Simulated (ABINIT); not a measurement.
AlN:

```xyz
2
Lattice="0.0000 2.1840 2.1840 2.1840 0.0000 2.1840 2.1840 2.1840 0.0000" Properties=species:S:1:pos:R:3 pbc="T T T"
Al    0.0000    0.0000    0.0000
N     1.0920    1.0920    1.0920
```

Measurements of this composition are mostly on another form, of space group No. 186.

* Program: ABINIT 10.8.3 (patched build)
* Task: single point
* Functional: PBE
* Potentials or basis: JTH PAW PBE v2.0
* Cutoff: 707 eV
* k mesh: 10 × 10 × 10
* Occupations: fermi-dirac, width 0.05 eV
* Spin: no spin polarisation

On this cell: pressure 5.3 GPa; largest force zero by symmetry; band gap on the k mesh 3.30 eV, indirect (least direct gap 4.18 eV).

The same run follows on a disturbed copy (atoms moved at random, drawn with an rms of 0.05 Å):

```
Al N
1.0
     0.00000    2.18399    2.18399
     2.18399    0.00000    2.18399
     2.18399    2.18399    0.00000
Al N
1 1
Cartesian
  0.0116 0.0254 -0.0123
  1.0879 1.0695 1.1007
```

Problem. What changes?

Solution. The energy moves by +10.7 meV/atom; pressure 5.7 GPa; largest force 0.767 eV/Å; band gap on the k mesh 3.15 eV, indirect (least direct gap 4.02 eV).

Forces on the atoms (eV/Å):
```
Al  -0.174 -0.696  0.270
N    0.174  0.696 -0.270
```

Stress tensor (GPa, compression positive):
```
 5.86 -1.37  3.51
-1.37  5.45  0.89
 3.51  0.89  5.82
```

A k mesh can miss the band edges.
